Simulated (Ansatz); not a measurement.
Lattice vibrations of CdO at Γ

Level of theory: Ansatz, DFT PBE, scalar-relativistic, plane waves, PAW. Cutoff 420 eV, 20×20×20 k-points (Γ-centred), Fermi-Dirac smearing of 0.15 eV. No spin polarisation. Phonons by linear response, acoustic sum rule imposed.

Relaxed structure:
```
CELL_PARAMETERS angstrom
0.00000 2.38428 2.38428
2.38428 0.00000 2.38428
2.38428 2.38428 0.00000
ATOMIC_POSITIONS crystal
Cd 0.00000 0.00000 0.00000
O 0.50000 0.50000 0.50000
```

The cell has the rock salt type, in a space group that the Crystallography Open Database lists for this formula; it was reached from a generator's guess. In a metal, frequencies depend on the k mesh and the smearing, soft modes most. A semilocal functional can close a gap that the real compound has.

Optical modes at Γ:
```
frequency (cm⁻¹)  degeneracy
             228           3
```

All 3 optical modes at Γ are real: no displacement of atoms at fixed cell lowers the energy to second order. Strains and modes at other wave vectors aren't tested by this run.
